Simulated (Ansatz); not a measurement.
KTaO₃: a prediction, then the measurements

Method: DFT PBE, scalar-relativistic, plane waves, PAW in Ansatz 0.2.0.

Settings: cutoff 420 eV, Γ-centred mesh 8×8×8 on the computed 5-atom cell, Gaussian smearing of 0.02 eV; no spin polarisation.

Relaxed structure:

```
CELL_PARAMETERS angstrom
4.02442 0.00000 0.00000
0.00000 4.02442 0.00000
0.00000 0.00000 4.02442
ATOMIC_POSITIONS crystal
K 0.00000 0.00000 0.00000
Ta 0.50000 0.50000 0.50000
O 0.50000 0.00000 0.50000
O 0.50000 0.50000 0.00000
O 0.00000 0.50000 0.50000
```

| Quantity | Value |
| --- | --- |
| Space group | Pm-3m (No. 221) |
| Volume per atom | 88.0 bohr³ |
| Formation energy from the elements' standard states (uncorrected) | -2.658 eV/atom |
| Kohn–Sham band gap | 2.16 eV, indirect from R to Γ |
| Orbital (Löwdin) character of the top 1 eV of the valence band | O 2p 97 % |
| Orbital (Löwdin) character of the lowest 1 eV of the conduction band | Ta 5d 88 %, O 2p 10 % |
| Electron masses at the edge by direction of the standard setting (m_e; one valley, along these axes only; no spin-orbit coupling) | x: 6.7, 0.28, 0.28; y: 6.7, 0.28, 0.28; z: 6.7, 0.28, 0.28 |
| Hole masses at the edge by direction of the standard setting (m_e; one valley, along these axes only; no spin-orbit coupling) | x: 25, 1.0, 1.0; y: 25, 1.0, 1.0; z: 25, 1.0, 1.0 |
| Bulk modulus | 188 GPa |
| Its pressure derivative | 4.4 |
| Bader charge by site (e) | K (1 in the cell) 0.82, Ta (1 in the cell) 2.91, O (3 in the cell) -1.24 |

Spin-orbit coupling is left out, which matters for the bands of heavy elements.

**Against measurements.**

A measured lattice constant a of KTaO3 is 3.988 Å (quoted in “Understanding muon diffusion in perovskite oxides below room temperature based on harmonic transition state theory”, 2023, arxiv:2312.05755); the calculated 4.024 Å exceeds it by 0.9 %. The calculation is for 0 K without zero-point motion.

The cell was reached from a generator's guess, though it ends in a space group that the Crystallography Open Database lists for this formula. Kohn–Sham gaps at this level usually fall short of measured ones. Löwdin shares on free-atom orbitals overweight diffuse shells in the empty bands.
